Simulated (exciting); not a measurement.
# Electron–core-hole interaction in the O K spectrum of La2O3

Wanted: the near-edge spectrum and the bound core excitons at the O K edge of La2O3.

Program: exciting sodium. Level of theory: X-ray absorption, core-level Bethe-Salpeter equation, exchange and statically screened direct term, Tamm-Dancoff, all-electron LAPW+lo PBEsol. Results are calculated unless marked as measured.

## (1) The structure

Symmetry: P-3m1, No. 164, trigonal system. Conventional cell: a = 3.931 Å, b = 3.931 Å, c = 6.112 Å, α = 90.00°, β = 90.00°, γ = 120.00°. Nearest to La lie 7 O at 2.36 to 2.72 Å. Nearest to O lie 6 La at 2.72 Å. O has 4 La at 2.36 to 2.44 Å nearest. Farther neighbours and most contacts between anions are not listed.

Coordinates:

```cif
data_structure
_symmetry_space_group_name_H-M 'P 1'
_symmetry_Int_Tables_number 1
_cell_length_a 3.9308
_cell_length_b 3.9308
_cell_length_c 6.1120
_cell_angle_alpha 90.000
_cell_angle_beta 90.000
_cell_angle_gamma 120.000
_cell_volume 81.78
loop_
_atom_site_label
_atom_site_type_symbol
_atom_site_fract_x
_atom_site_fract_y
_atom_site_fract_z
_atom_site_occupancy
La1 La 0.33333 0.66667 0.24624 1
La2 La 0.66667 0.33333 0.75376 1
O3 O 0.00000 0.00000 0.00000 1
O4 O 0.33333 0.66667 0.64589 1
O5 O 0.66667 0.33333 0.35411 1
```

Differences between curves are given as r.m.s. difference over r.m.s. height.

## (2) The self-consistent potential

The species files are the program's own, with muffin-tin radii set in the input.

File input.xml:

```
<input>
  <title>La2O3</title>
  <structure speciespath="." autormt="false" epslat="1.0e-5">
    <crystal>
      <basevect>7.4280936448 0.0000000000 0.0000000000</basevect>
      <basevect>-3.7140468224 6.4329177981 0.0000000000</basevect>
      <basevect>0.0000000000 0.0000000000 11.5499182371</basevect>
    </crystal>
    <species speciesfile="La.xml" rmt="2.464">
      <atom coord="0.3333333333 0.6666666667 0.2462356800"/>
      <atom coord="0.6666666667 0.3333333333 0.7537643200"/>
    </species>
    <species speciesfile="O.xml" rmt="1.868">
      <atom coord="0.0000000000 0.0000000000 0.0000000000"/>
      <atom coord="0.3333333333 0.6666666667 0.6458906500"/>
      <atom coord="0.6666666667 0.3333333333 0.3541093500"/>
    </species>
  </structure>
  <groundstate do="fromscratch" xctype="GGA_PBE_SOL" ngridk="4 4 3" rgkmax="7" gmaxvr="14" nempty="8" swidth="0.001" maxscl="100" epsengy="1e-5"/>
</input>
```

On the command line:

```sh
> OMP_NUM_THREADS=1 mpirun -n 2 exciting
```

Numbers of over 12 decimals in the logs are rounded to 6 here.

Log:

```text
EXCITING SODIUM started
********************************************************************************
* Ground-state run starting from atomic densities                              *
********************************************************************************
+ Starting initialization                                                      +
[... lattice and species ...]
 Spin treatment                             :    spin-unpolarised
 Number of Bravais lattice symmetries       :      24
[...]
valence-band maximum at    9      0.2500  0.2500  0.3333
     conduction-band minimum at    3      0.5000  0.0000  0.0000
+ Self-consistent loop stopped                                                 +
 STATE.OUT is written
********************************************************************************
* Groundstate module stopped                                                   *
********************************************************************************
 Total time spent (seconds)                 :        68.65
| EXCITING SODIUM stopped                                                      =
[key lines of the parts left out:]
Total energy                               :    -17214.24585467
Fermi energy                               :         0.31239023
```

Wall time 70 s (2 MPI ranks of Intel Xeon at 2.70GHz, shared host).

The mesh shows a gap of 3.88 eV. Core levels (Dirac, from the valence top):

| atom | level | energy (eV) |
| --- | --- | --- |
| O | 1s1/2 | -501.5 |

## (3) A richer basis for the empty states

Each species file gets more local orbitals, built from u and its energy derivative at 0.15 Ha and u at 0.9 Ha.

input.xml is that of step 2.

File SPECIES.xml, added lines:

```
<lo l="L">  <!-- L = 0, 1, 2, and 3 from Cs on -->
  <wf matchingOrder="0" trialEnergy="0.1500" searchE="false"/>
  <wf matchingOrder="1" trialEnergy="0.1500" searchE="false"/>
  <wf matchingOrder="0" trialEnergy="0.9000" searchE="false"/>
</lo>
```

On the command line:

```sh
> OMP_NUM_THREADS=1 mpirun -n 2 exciting
```

Log:

```text
EXCITING SODIUM started
********************************************************************************
* Ground-state run starting from atomic densities                              *
********************************************************************************
+ Starting initialization                                                      +
[... lattice and species ...]
 Spin treatment                             :    spin-unpolarised
 Number of Bravais lattice symmetries       :      24
[...]
valence-band maximum at    9      0.2500  0.2500  0.3333
     conduction-band minimum at    3      0.5000  0.0000  0.0000
+ Self-consistent loop stopped                                                 +
 STATE.OUT is written
********************************************************************************
* Groundstate module stopped                                                   *
********************************************************************************
 Total time spent (seconds)                 :        87.63
| EXCITING SODIUM stopped                                                      =
[key lines of the parts left out:]
Total energy                               :    -17214.24701279
Fermi energy                               :         0.31245793
```

Elapsed: 88 s, on 2 MPI ranks.

Against the first ground state the total energy moves by -6 meV an atom and the gap by -0.02 eV.

## (4) Screening, kernels and BSE for O atom 4

The absorber has 3 La at 2.36 Å and 1 La at 2.44 Å (distorted tetrahedral, site symmetry 3m).

Changes to input.xml since step 3:

```diff
@@ -18,3 +18,20 @@
   </structure>
-  <groundstate do="fromscratch" xctype="GGA_PBE_SOL" ngridk="4 4 3" rgkmax="7" gmaxvr="14" nempty="8" swidth="0.001" maxscl="100" epsengy="1e-5"/>
+  <groundstate do="skip" xctype="GGA_PBE_SOL" ngridk="4 4 3" rgkmax="7" gmaxvr="14" nempty="8" swidth="0.001" maxscl="100" epsengy="1e-5"/>
+  <xs xstype="BSE" ngridk="4 4 2" ngridq="4 4 2" vkloff="0.097 0.273 0.493" rgkmax="7" nempty="57" gqmax="3" lmaxapwwf="5" lmaxemat="2" broad="0.01654" tevout="true">
+    <energywindow intv="18.136 19.753" points="439"/>
+    <screening screentype="full" nempty="80"/>
+    <BSE xas="true" xasspecies="2" xasatom="2" xasedge="K" bsetype="singlet" nstlxas="1 53"/>
+    <qpointset>
+      <qpoint>0 0 0</qpoint>
+    </qpointset>
+    <plan>
+      <doonly task="xsgeneigvec"/>
+      <doonly task="writepmatxs"/>
+      <doonly task="scrgeneigvec"/>
+      <doonly task="scrwritepmat"/>
+      <doonly task="screen"/>
+      <doonly task="scrcoulint"/>
+      <doonly task="exccoulint"/>
+    </plan>
+  </xs>
 </input>
```

File input.xml for the last start (plan only):

```
  <plan>
    <doonly task="bse"/>
  </plan>
```

On the command line:

```sh
> OMP_NUM_THREADS=1 mpirun -n 2 exciting
> OMP_NUM_THREADS=2 exciting
```

Log:

```text
| EXCITING SODIUM started for task xsgeneigvec ( 301)                          =
One-shot GS runs for BSE calculations
One-shot GS runs for k+qmt/2 grids
Info(xsgeneigvec): Generating eigenvectors for Q-point      1
Info(xsgeneigvec): Generation of eigenvectors finished
| EXCITING SODIUM started for task writepmatxs ( 320)                          =
Info(writepmatxs): Momentum matrix elements finished
| EXCITING SODIUM started for task scrgeneigvec ( 401)                         =
One-shot GS runs for BSE calculations
One-shot GS runs for k+qmt/2 grids
[...]
Info(setup_bse_block): Setting up RR part of hamiltonian
Info(setup_bse_block): Singlet spin state
Info(bse): Diagonalizing RR Hamiltonian (TDA)
Info(bse): Invoking Lapack routine ZHEEVR
      3392 eigen solutions found in the interval:
         i1=       1 i2=    3392
Info(bse): Writing excition energies and oscillator strengths to text file.
Info(makespectrum_dist): Making spectrum using formula for coupling with time reversed AR basis.
Info(makespectrum_dist): Using formalism for vanishing momentum transfer.
Info(writederived): Writing quantities derived from the macroscopic dielectric function.
Info(bselauncher): Spectrum finished for iqmt=  1
Info(bselauncher): All done for BSE type singlet
```

Run time: 33 min. Hardware: 2 MPI ranks.

Wall time by task: xsgeneigvec 14 s, writepmatxs 12 s, scrgeneigvec 9.8 s, scrwritepmat 9.8 s, screen 2.8 min, scrcoulint 7.3 min, exccoulint 20 min, bse 98 s.

The O K spectrum of O atom 4 (energy from the Kohn–Sham onset, core level to the lowest empty state found on the meshes used, 505.51 eV; the ground-state mesh sets it, and the shifted mesh has its lowest transition 0.18 eV above it; Im ε scaled to the maximum of the singlet run; cut below the end of the band set):

| E (eV) | isotropic | ε ⊥ c | ε ∥ c |
| --- | --- | --- | --- |
| -5.0 | 0.02 | 0.02 | 0.02 |
| -4.5 | 0.02 | 0.02 | 0.02 |
| -4.0 | 0.03 | 0.02 | 0.03 |
| -3.5 | 0.03 | 0.03 | 0.04 |
| -3.0 | 0.04 | 0.04 | 0.05 |
| -2.5 | 0.07 | 0.06 | 0.07 |
| -2.0 | 0.11 | 0.10 | 0.12 |
| -1.5 | 0.23 | 0.22 | 0.25 |
| -1.0 | 0.59 | 0.56 | 0.65 |
| -0.5 | 0.59 | 0.50 | 0.76 |
| 0.0 | 0.56 | 0.47 | 0.75 |
| 0.5 | 0.59 | 0.54 | 0.67 |
| 1.0 | 0.45 | 0.40 | 0.56 |
| 1.5 | 0.40 | 0.35 | 0.49 |
| 2.0 | 0.36 | 0.35 | 0.37 |
| 2.5 | 0.42 | 0.45 | 0.34 |
| 3.0 | 0.42 | 0.43 | 0.38 |
| 3.5 | 0.44 | 0.47 | 0.37 |
| 4.0 | 0.59 | 0.69 | 0.39 |
| 4.5 | 0.56 | 0.67 | 0.35 |
| 5.0 | 0.37 | 0.42 | 0.28 |
| 5.5 | 0.25 | 0.27 | 0.22 |
| 6.0 | 0.20 | 0.21 | 0.18 |
| 6.5 | 0.17 | 0.15 | 0.20 |
| 7.0 | 0.15 | 0.12 | 0.22 |
| 7.5 | 0.14 | 0.12 | 0.19 |
| 8.0 | 0.14 | 0.14 | 0.15 |
| 8.5 | 0.16 | 0.17 | 0.14 |
| 9.0 | 0.21 | 0.23 | 0.18 |
| 9.5 | 0.21 | 0.22 | 0.21 |
| 10.0 | 0.19 | 0.18 | 0.22 |
| 10.5 | 0.21 | 0.19 | 0.25 |
| 11.0 | 0.24 | 0.21 | 0.28 |
| 11.5 | 0.20 | 0.18 | 0.24 |
| 12.0 | 0.18 | 0.16 | 0.21 |
| 12.5 | 0.16 | 0.14 | 0.20 |
| 13.0 | 0.15 | 0.14 | 0.17 |
| 13.5 | 0.15 | 0.16 | 0.15 |
| 14.0 | 0.14 | 0.15 | 0.12 |
| 14.5 | 0.13 | 0.15 | 0.09 |
| 15.0 | 0.14 | 0.17 | 0.09 |
| 15.5 | 0.15 | 0.17 | 0.09 |
| 16.0 | 0.13 | 0.15 | 0.09 |
| 16.5 | 0.13 | 0.14 | 0.09 |
| 17.0 | 0.12 | 0.13 | 0.10 |
| 17.5 | 0.13 | 0.14 | 0.11 |
| 18.0 | 0.13 | 0.15 | 0.09 |
| 18.5 | 0.12 | 0.14 | 0.09 |
| 19.0 | 0.12 | 0.13 | 0.10 |
| 19.5 | 0.12 | 0.12 | 0.13 |
| 20.0 | 0.14 | 0.12 | 0.18 |
| 20.5 | 0.13 | 0.11 | 0.18 |
| 21.0 | 0.13 | 0.10 | 0.20 |
| 21.5 | 0.14 | 0.09 | 0.23 |
| 22.0 | 0.13 | 0.10 | 0.21 |
| 22.5 | 0.13 | 0.11 | 0.18 |
| 23.0 | 0.12 | 0.11 | 0.14 |
| 23.5 | 0.12 | 0.10 | 0.14 |

Maxima (height): -0.8 eV (0.70), 0.3 eV (0.62), 4.2 eV (0.61), 9.2 eV (0.22), 10.9 eV (0.24), 15.4 eV (0.15) and 20.1 eV (0.14); 1 lower ones aren't listed.

The Hamiltonian has 3392 rows. The lowest groups of eigenvalues and the brightest ones, on the scale above (the program counts from the shifted mesh's onset, 0.18 eV higher). Core spinors bring spin-forbidden partners, so dark means forbidden by spin or by symmetry, and the shifted mesh splits states that symmetry would keep together:

| energy (eV) | states within 10 meV | relative strength |
| --- | --- | --- |
| -0.870 | 2 | dark |
| -0.850 | 2 | 1.00 |
| -0.804 | 1 | dark |
| -0.780 | 1 | 0.59 |
| -0.411 | 2 | 0.0017 |
| -0.398 | 2 | 8.1e-4 |
| 0.209 | 2 | 0.14 |
| 0.234 | 4 | 0.10 |
| 0.428 | 4 | 0.10 |
| 4.513 | 2 | 0.17 |
| 4.545 | 2 | 0.14 |

## (5) Screening, kernels and BSE for O atom 3

The absorber has 6 La at 2.72 Å (octahedral, site symmetry -3m). The screening of the first site is kept.

Changes to input.xml since step 4:

```diff
@@ -20,5 +20,5 @@
   <xs xstype="BSE" ngridk="4 4 2" ngridq="4 4 2" vkloff="0.097 0.273 0.493" rgkmax="7" nempty="57" gqmax="3" lmaxapwwf="5" lmaxemat="2" broad="0.01654" tevout="true">
-    <energywindow intv="18.136 19.753" points="439"/>
+    <energywindow intv="18.130 19.747" points="439"/>
     <screening screentype="full" nempty="80"/>
-    <BSE xas="true" xasspecies="2" xasatom="2" xasedge="K" bsetype="singlet" nstlxas="1 53"/>
+    <BSE xas="true" xasspecies="2" xasatom="1" xasedge="K" bsetype="singlet" nstlxas="1 53"/>
     <qpointset>
@@ -27,7 +27,3 @@
     <plan>
-      <doonly task="xsgeneigvec"/>
       <doonly task="writepmatxs"/>
-      <doonly task="scrgeneigvec"/>
-      <doonly task="scrwritepmat"/>
-      <doonly task="screen"/>
       <doonly task="scrcoulint"/>
```

File input.xml for the last start (plan only):

```
  <plan>
    <doonly task="bse"/>
  </plan>
```

Log:

```text
| EXCITING SODIUM started for task writepmatxs ( 320)                          =
Info(writepmatxs): Momentum matrix elements finished
| EXCITING SODIUM started for task scrcoulint ( 440)                           =
Info(scrcoulintlauncher): Setting up screened Coulomb interaction matrix W.
Info(scrcoulintlauncher): Using momentum transfer vectors from list :   1 to  1
Info(scrcoulintlauncher): Calculating screened Coulomb interaction matrix W
Info(scrcoulintlauncher): Momentum transfer list index: iqmt=  1
[...]
Info(setup_bse_block): Setting up RR part of hamiltonian
Info(setup_bse_block): Singlet spin state
Info(bse): Diagonalizing RR Hamiltonian (TDA)
Info(bse): Invoking Lapack routine ZHEEVR
      3392 eigen solutions found in the interval:
         i1=       1 i2=    3392
Info(bse): Writing excition energies and oscillator strengths to text file.
Info(makespectrum_dist): Making spectrum using formula for coupling with time reversed AR basis.
Info(makespectrum_dist): Using formalism for vanishing momentum transfer.
Info(writederived): Writing quantities derived from the macroscopic dielectric function.
Info(bselauncher): Spectrum finished for iqmt=  1
Info(bselauncher): All done for BSE type singlet
```

It took 30 min on 2 MPI ranks.

Wall time by task: writepmatxs 15 s, scrcoulint 8.6 min, exccoulint 20 min, bse 91 s.

The O K spectrum of O atom 3 (energy from the Kohn–Sham onset, core level to the lowest empty state found on the meshes used, 505.35 eV; the ground-state mesh sets it, and the shifted mesh has its lowest transition 0.18 eV above it; Im ε scaled to the maximum of the singlet run; cut below the end of the band set):

| E (eV) | isotropic | ε ⊥ c | ε ∥ c |
| --- | --- | --- | --- |
| -4.0 | 0.02 | 0.03 | 0.02 |
| -3.5 | 0.03 | 0.03 | 0.03 |
| -3.0 | 0.04 | 0.04 | 0.04 |
| -2.5 | 0.05 | 0.06 | 0.05 |
| -2.0 | 0.08 | 0.08 | 0.07 |
| -1.5 | 0.13 | 0.14 | 0.11 |
| -1.0 | 0.26 | 0.29 | 0.22 |
| -0.5 | 0.64 | 0.72 | 0.49 |
| 0.0 | 0.97 | 1.03 | 0.85 |
| 0.5 | 0.91 | 0.89 | 0.95 |
| 1.0 | 0.67 | 0.71 | 0.59 |
| 1.5 | 0.56 | 0.62 | 0.43 |
| 2.0 | 0.40 | 0.37 | 0.47 |
| 2.5 | 0.37 | 0.25 | 0.60 |
| 3.0 | 0.34 | 0.23 | 0.57 |
| 3.5 | 0.37 | 0.28 | 0.54 |
| 4.0 | 0.44 | 0.39 | 0.55 |
| 4.5 | 0.43 | 0.43 | 0.42 |
| 5.0 | 0.41 | 0.50 | 0.23 |
| 5.5 | 0.36 | 0.47 | 0.14 |
| 6.0 | 0.23 | 0.30 | 0.10 |
| 6.5 | 0.17 | 0.22 | 0.09 |
| 7.0 | 0.17 | 0.21 | 0.09 |
| 7.5 | 0.18 | 0.22 | 0.09 |
| 8.0 | 0.17 | 0.19 | 0.13 |
| 8.5 | 0.17 | 0.15 | 0.22 |
| 9.0 | 0.19 | 0.13 | 0.31 |
| 9.5 | 0.16 | 0.13 | 0.21 |
| 10.0 | 0.12 | 0.10 | 0.16 |
| 10.5 | 0.11 | 0.09 | 0.14 |
| 11.0 | 0.12 | 0.10 | 0.16 |
| 11.5 | 0.13 | 0.10 | 0.18 |
| 12.0 | 0.13 | 0.11 | 0.17 |
| 12.5 | 0.16 | 0.13 | 0.22 |
| 13.0 | 0.17 | 0.14 | 0.23 |
| 13.5 | 0.16 | 0.14 | 0.21 |
| 14.0 | 0.15 | 0.14 | 0.18 |
| 14.5 | 0.16 | 0.16 | 0.17 |
| 15.0 | 0.17 | 0.18 | 0.16 |
| 15.5 | 0.15 | 0.17 | 0.13 |
| 16.0 | 0.15 | 0.17 | 0.10 |
| 16.5 | 0.14 | 0.17 | 0.09 |
| 17.0 | 0.14 | 0.17 | 0.08 |
| 17.5 | 0.15 | 0.18 | 0.09 |
| 18.0 | 0.17 | 0.20 | 0.09 |
| 18.5 | 0.18 | 0.21 | 0.12 |
| 19.0 | 0.19 | 0.21 | 0.15 |
| 19.5 | 0.17 | 0.17 | 0.17 |
| 20.0 | 0.17 | 0.15 | 0.19 |
| 20.5 | 0.16 | 0.15 | 0.18 |
| 21.0 | 0.18 | 0.17 | 0.19 |
| 21.5 | 0.19 | 0.19 | 0.21 |
| 22.0 | 0.18 | 0.17 | 0.19 |
| 22.5 | 0.19 | 0.19 | 0.19 |
| 23.0 | 0.19 | 0.19 | 0.19 |
| 23.5 | 0.17 | 0.18 | 0.16 |

Maxima (height): 0.2 eV (1.00), 4.1 eV (0.45), 7.5 eV (0.18), 8.9 eV (0.19), 18.9 eV (0.19), 21.5 eV (0.19) and 22.7 eV (0.20); 2 lower ones aren't listed.

The Hamiltonian has 3392 rows. The lowest groups of eigenvalues and the brightest ones, on the scale above (the program counts from the shifted mesh's onset, 0.18 eV higher). Core spinors bring spin-forbidden partners, so dark means forbidden by spin or by symmetry, and the shifted mesh splits states that symmetry would keep together:

| energy (eV) | states within 10 meV | relative strength |
| --- | --- | --- |
| -0.777 | 2 | dark |
| -0.605 | 4 | 4.5e-4 |
| -0.497 | 2 | 0.56 |
| -0.401 | 2 | 0.0032 |
| -0.371 | 3 | 0.29 |
| -0.360 | 1 | 0.51 |
| -0.339 | 2 | 0.51 |
| -0.302 | 4 | 0.50 |
| -0.030 | 4 | 0.50 |
| 0.162 | 1 | 1.00 |
| 0.295 | 2 | 0.54 |

## (6) Independent particles

Changes to input.xml since step 5:

```diff
@@ -22,3 +22,3 @@
     <screening screentype="full" nempty="80"/>
-    <BSE xas="true" xasspecies="2" xasatom="1" xasedge="K" bsetype="singlet" nstlxas="1 53"/>
+    <BSE xas="true" xasspecies="2" xasatom="1" xasedge="K" bsetype="IP" nstlxas="1 53"/>
     <qpointset>
@@ -27,5 +27,3 @@
     <plan>
-      <doonly task="writepmatxs"/>
-      <doonly task="scrcoulint"/>
-      <doonly task="exccoulint"/>
+      <doonly task="bse"/>
     </plan>
```

On the command line:

```sh
> OMP_NUM_THREADS=2 exciting
```

Log:

```text
| EXCITING SODIUM started for task bse ( 445)                                  =
Info(bselauncher): Init time:    1.586518
Info(bselauncher): Setting up and diagonalizing BSE Hamiltonian.
Info(bselauncher): Using momentum transfer vectors from list :   1 to  1
Info(bselauncher): Distributing qmt-points over   1 processes.
Info(bselauncher): BSE type: IP
Info(bselauncher): Momentum transfer list index: iqmt=  1
Info(bselauncher): Momentum transfer: vqmtl=   0.000   0.000   0.000
Info(bse): Inspecting occupations...
Info(setranges_modxs): Number of non-reduced k-points:       32
[...]
highest unoccupied state:  73
  Opening gap with a scissor of:      0.000/H      0.000/eV
Info(select_transitions): Number of participating transitions:    3392
Info(bse): Selecting transitions...
Info(bse):bsegap (eV):   505.523789
Info(bse): IP requested, nothing much to do
Info(bse): Writing excition energies and oscillator strengths to text file.
Info(makespectrum_dist): Making spectrum using formula for coupling with time reversed AR basis.
Info(makespectrum_dist): Using formalism for vanishing momentum transfer.
Info(writederived): Writing quantities derived from the macroscopic dielectric function.
Info(bselauncher): Spectrum finished for iqmt=  1
Info(bselauncher): All done for BSE type IP
```

Run time: 3 s. Hardware: 2 threads.

Maxima (height): 2.6 eV (0.57), 6.5 eV (0.50), 8.3 eV (0.25), 9.9 eV (0.24) and 23.5 eV (0.26); 3 lower ones aren't listed. The spectrum differs from the singlet run by 68 % r.m.s. Moving the earlier curve by +2.0 eV leaves 31 %. The highest maximum lies at 2.6 eV (0.57), against 0.2 eV (1.00).

## (7) Exchange alone

Changes to input.xml since step 6:

```diff
@@ -22,3 +22,3 @@
     <screening screentype="full" nempty="80"/>
-    <BSE xas="true" xasspecies="2" xasatom="1" xasedge="K" bsetype="IP" nstlxas="1 53"/>
+    <BSE xas="true" xasspecies="2" xasatom="1" xasedge="K" bsetype="RPA" nstlxas="1 53"/>
     <qpointset>
```

On the command line:

```sh
> OMP_NUM_THREADS=2 exciting
```

Log:

```text
| EXCITING SODIUM started for task bse ( 445)                                  =
Info(bselauncher): Init time:    1.543667
Info(bselauncher): Setting up and diagonalizing BSE Hamiltonian.
Info(bselauncher): Using momentum transfer vectors from list :   1 to  1
Info(bselauncher): Distributing qmt-points over   1 processes.
Info(bselauncher): BSE type: RPA
Info(bselauncher): Momentum transfer list index: iqmt=  1
Info(bselauncher): Momentum transfer: vqmtl=   0.000   0.000   0.000
Info(bse): Inspecting occupations...
Info(setranges_modxs): Number of non-reduced k-points:       32
[...]
Info(setup_bse_block): Setting up RR part of hamiltonian
Info(setup_bse_block): Using RPA approximation
Info(bse): Diagonalizing RR Hamiltonian (TDA)
Info(bse): Invoking Lapack routine ZHEEVR
      3392 eigen solutions found in the interval:
         i1=       1 i2=    3392
Info(bse): Writing excition energies and oscillator strengths to text file.
Info(makespectrum_dist): Making spectrum using formula for coupling with time reversed AR basis.
Info(makespectrum_dist): Using formalism for vanishing momentum transfer.
Info(writederived): Writing quantities derived from the macroscopic dielectric function.
Info(bselauncher): Spectrum finished for iqmt=  1
Info(bselauncher): All done for BSE type RPA
```

Run time: 88 s. Hardware: 2 threads.

Maxima (height): 2.6 eV (0.56), 6.5 eV (0.50), 8.3 eV (0.26), 9.9 eV (0.24) and 23.5 eV (0.26); 3 lower ones aren't listed. Against the independent-particle run the r.m.s. difference is 3 %.

[end of part 1 of 2]

[Banner, clock and machine lines of the logs are left out without a mark of their own.]

[Logs are printed without paths, hosts, clocks, repeated set-up lines and the standing remarks that a program may print on its own settings, such as how far it seeks lower states.]

[Hosts, paths, dates, database ids (printed as entryN), source tags and the programs' standing remarks are cut or masked in the printed files.]
